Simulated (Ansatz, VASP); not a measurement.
**Mg: VASP beside Ansatz**

```xyz
2
Lattice="3.7079 0.0000 0.0000 0.0000 3.7079 0.0000 0.0000 0.0000 3.3410" Properties=species:S:1:pos:R:3 pbc="T T T"
Mg    0.0000    0.0000    0.0000
Mg    1.8539    1.8539    1.6705
```

Change from the starting cell: biaxial strain in the a-b plane, c and atoms relaxed: +1.0 %.

Alike in both runs: functional PBE; k mesh 12 × 12 × 12; occupations gaussian, width 0.1 eV; no spin polarisation.

Ansatz relaxed the structure, and its values are those at the end. VASP's run is a single point on that final structure, the one shown.

```csv
,VASP,Ansatz
version,VASP 6.6.1,Ansatz 0.2.0
potentials or method,"VASP PAW PBE potentials, release 64 (Mg)","scalar-relativistic, plane waves, PAW"
plane-wave cutoff (eV),520,420
valence electrons in the cell,4,20
```

Ansatz gave:

```
gap on the k mesh at the Fermi level (eV) : none
pressure (GPa)                            : 0.0
```

Problem. What did VASP give for the same quantities?

Solution. gap on the k mesh at the Fermi level (eV): none; pressure (GPa): -0.1.

A gap of «none» marks a metal or a gap that the smearing closes. The functional is the same, so the differences come from potentials, cutoffs and numerics. The two sets of potentials don't hold the same shells in valence.
